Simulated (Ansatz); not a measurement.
The cell is MgO (P6_3/mmc) from a database structure; cell and atoms were relaxed with r2SCAN. Space group P6_3/mmc (No. 194), hexagonal; conventional cell a = 2.965 Å, c = 29.459 Å, 9.34 Å³ an atom. Around Mg lie 6 O at 2.10 Å; around Mg lie 6 O at 2.15 Å; around O lie 6 Mg at 2.10 Å; around O lie 6 Mg at 2.10–2.15 Å.

The questions ask for values computed with Ansatz on this geometry. (Simulation; spin polarisation is off.)

(1) Is there a gap with PBE, and of what kind?

(2) How does the gap change from PBE to HSE06 (6×6×1)?

(3) What does PBE0 give for the gap (6×6×1 mesh)?

## Answers

(1) The PBE gap is indirect, 4.336 eV (Γ–M (0.10 of the way from Γ) to Γ), below the direct gap of 4.344 eV at Γ. Least and direct gap differ so little that the kind isn't settled.

(2) The HSE06 gap is indirect, 6.02 eV (k = (-0.047, 0.005, 0) to Γ), below the direct gap of 6.03 eV at Γ. Least and direct gap differ so little that the kind isn't settled. The gap differs by +1.68 eV from PBE's.

(3) PBE0 gives an indirect gap of 6.755 eV, from k = (-0.047, 0.005, 0) to Γ; the least direct gap is 6.765 eV at Γ. Least and direct gap differ so little that the kind isn't settled. The gap differs by +2.42 eV from PBE's.

Where an edge lies off the special points, it is a point of the mesh or the k point where a search put PBE's edge or least direct gap, reused for the other functionals, whose own edges may lie a little apart; PBE's own value is read along its path and can be a few hundredths of an eV high.

Coordinates of k points refer to the reciprocal vectors of the primitive cell of the runs.

The meshes of the hybrids are coarse, so their gaps aren't converged to the digits shown.
